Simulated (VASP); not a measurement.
H: single point with PBE

The system is H.

```
H
1.0
     0.00000    5.29953    4.27552
     0.00000   -5.29953    4.27552
     5.41634    0.00000   -4.27552
H
16
Cartesian
  3.4577 -3.0171 0.4043
  1.8693 2.9186 -0.1267
  0.3844 0.8889 2.4998
  -2.0532 -0.7385 1.0239
  3.9280 -0.5883 2.7540
  1.4081 0.4149 5.2656
  0.8182 2.8005 6.1623
  0.4602 -1.6608 6.2172
  4.0987 -0.2464 3.4064
  1.1011 -0.1488 -2.7781
  1.2808 -3.0354 2.5596
  0.9183 3.1050 2.4715
  3.5508 1.6074 4.4411
  1.3552 -3.0209 4.1982
  0.4858 1.0845 3.2564
  -1.3982 -0.3637 9.5506
```

```yaml
Program: VASP 6.6.1
Task: single point
Functional: PBE
Potentials_or_basis: VASP PAW PBE potentials, release 64 (H)
Cutoff: 520 eV
k_mesh: 2 × 2 × 2, shifted
Occupations: fermi-dirac, width 0.2241 eV
Spin: no spin polarisation
```

* Pressure: -1.2 GPa
* Largest force: 4.540 eV/Å
* Band gap on the k mesh: 6.71 eV, indirect (least direct gap 6.74 eV)

Forces in eV/Å, atoms in the order of the input:
```
H   -0.130  1.025  0.341
H   -1.147 -1.640  0.466
H    0.149  0.223  1.156
H    0.267  0.081  0.189
H    0.064  0.171  0.070
H   -0.750 -1.242  1.155
H    1.816 -2.228  2.456
H    1.589 -1.956  1.958
H   -0.081 -0.151 -0.493
H    0.744  1.416 -1.276
H   -2.076  2.368 -3.271
H   -1.637  1.841 -1.804
H    0.125 -0.886 -0.364
H    1.425  1.602  0.280
H   -0.175 -0.393 -1.129
H   -0.183 -0.231  0.267
```

Stress tensor (GPa, compression positive):
```
-1.41  0.27 -1.19
 0.27 -1.26  1.95
-1.19  1.95 -0.96
```

Levels at points of the mesh, in eV from the valence-band top:
| k point | band 6 | band 7 | band 8 | band 9 | band 10 | band 11 |
| --- | --- | --- | --- | --- | --- | --- |
| (0.25, 0.25, 0.25) | -1.42 | -0.79 | 0.00 | 7.06 | 7.44 | 8.04 |

It took 68 s on 1 thread of Intel(R) Xeon(R) Platinum 8488C (Sapphire Rapids), on a shared host, peak memory 0.35 GiB.

Caveat: the k mesh is coarse (spacing up to 0.58 Å⁻¹), so the values aren't converged; forces of over 1 eV/Å show positions far from the minimum, so gaps and moduli don't describe the material at rest. A k mesh can miss the band edges.
